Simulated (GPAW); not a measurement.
Here is a GPAW 26.7.0 calculation.

run.py

```python
from ase.calculators.mixing import SumCalculator
from ase.eos import EquationOfState
from ase.io import Trajectory, read
from ase.units import GPa
from dftd3.ase import DFTD3
from gpaw import GPAW, PW

atoms = read('GaSb.cif')

traj = Trajectory('eos.traj', 'w')
volumes, energies = [], []
for x in [0.94, 0.96, 0.98, 1.0, 1.02, 1.04, 1.06]:
    a = atoms.copy()
    a.set_cell(atoms.cell * x**(1 / 3), scale_atoms=True)
    calc = GPAW(mode=PW(600),
                xc='RPBE',
                kpts={'size': (6, 6, 6), 'gamma': True},
                occupations={'name': 'fermi-dirac', 'width': 0.05},
                nbands=18,
                convergence={'density': 1e-05, 'energy': 1e-05},
                maxiter=150,
                txt=f'eos-{x:.2f}.txt')
    a.calc = SumCalculator([calc, DFTD3(method='rpbe', damping='d3bj')])
    energies.append(a.get_potential_energy())
    volumes.append(a.get_volume())
    p = -a.get_stress()[:3].mean() / GPa
    calc.write(f'eos-{x:.2f}.gpw')
    traj.write(a)
    print(f'{x:.2f} {volumes[-1]:10.4f} A^3 {energies[-1]:14.6f} eV {p:9.3f} GPa', flush=True)

v0, e0, B = EquationOfState(volumes, energies, eos='birchmurnaghan').fit()
print(f'V0 = {v0:.4f} A^3, E0 = {e0:.6f} eV, B0 = {B / GPa:.2f} GPa')
```

The input GaSb.cif:

```cif
data_GaSb
_cell_length_a 4.32607929
_cell_length_b 4.32607929
_cell_length_c 4.32607929
_cell_angle_alpha 60.00000000
_cell_angle_beta 60.00000000
_cell_angle_gamma 60.00000000
_space_group_name_H-M_alt 'P1'
_space_group_name_Hall 'P 1'
_space_group_IT_number 1
loop_
_space_group_symop_operation_xyz
'x,y,z'
loop_
_atom_site_label
_atom_site_type_symbol
_atom_site_symmetry_multiplicity
_atom_site_Wyckoff_symbol
_atom_site_fract_x
_atom_site_fract_y
_atom_site_fract_z
_atom_site_occupancy
Sb1 Sb 1 a 0.7500000000 0.7500000000 0.7500000000 1
Ga1 Ga 1 a 0.0000000000 0.0000000000 0.0000000000 1
```

Potentials or basis: the program's PAW data sets (release 1.2.1) made for this functional, pw.

Run with:

```console
$ OMP_NUM_THREADS=1 python run.py
```

Task: Estimate the bulk modulus.

Result: 70 GPa (rough).

Task: Estimate the equilibrium volume.

Result: 25.80 Å³/atom (rough: see the caveat).

Energy against volume, from the lowest point:
```tsv
volume (Å³/atom)	energy (meV/atom)
26.907	0.00
27.480	11.39
28.052	26.49
28.625	44.81
29.197	65.86
29.770	89.24
30.342	114.80
```

Caveat: the minimum lies outside the volumes run. Spin-orbit coupling is left out, which matters for the levels of Sb.
